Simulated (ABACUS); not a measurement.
The system is MoS2.

```
Mo S
1.0
     1.58000    0.91221    6.15000
    -1.58000    0.91221    6.15000
     0.00000   -1.82443    6.15000
Mo S
1 2
Cartesian
  0.0000 0.0000 0.0000
  0.0000 0.0000 7.6936
  0.0000 0.0000 4.6125
```

Measurements of this composition are mostly on another form, of space group No. 194.

| Item | Value |
| --- | --- |
| Program | ABACUS 3.10.1 |
| Task | single point |
| Functional | PBE |
| Potentials or basis | PseudoDojo NC SR 0.4.1 PBE standard |
| Cutoff | 1361 eV |
| Density cutoff | 5442 eV |
| Basis | DZP LCAO (the cutoffs set its grid) |
| k mesh | 10 × 10 × 10 |
| Occupations | fermi-dirac, width 0.05 eV |
| Spin | no spin polarisation |

On this cell: pressure 7.1 GPa; largest force 0.798 eV/Å; band gap on the k mesh 0.95 eV, indirect (least direct gap 1.95 eV).

The same run follows on a disturbed copy (atoms moved at random, drawn with an rms of 0.05 Å):

```
Mo S
1.0
     1.58000    0.91221    6.15000
    -1.58000    0.91221    6.15000
     0.00000   -1.82443    6.15000
Mo S
1 2
Cartesian
  0.0102 -0.0081 -0.0121
  -0.0599 -0.0380 7.7439
  -0.0031 -0.0316 4.5895
```

What changes?

The energy moves by +5.3 meV/atom; pressure 3.7 GPa; largest force 1.261 eV/Å; band gap on the k mesh 0.88 eV, indirect (least direct gap 1.89 eV).

Forces in eV/Å, atoms in the order of the input:
```
Mo  -0.804 -0.529  0.815
S    0.636  0.261 -0.355
S    0.168  0.268 -0.460
```

Stress tensor (GPa, compression positive):
```
 3.43 -0.83  2.17
-0.83  4.59  0.01
 2.17  0.01  3.18
```

Caveats: the atomic orbitals were generated for these runs and aren't a published set; the basis of atomic orbitals isn't converged, which shifts pressures, moduli and gaps.

A k mesh can miss the band edges.
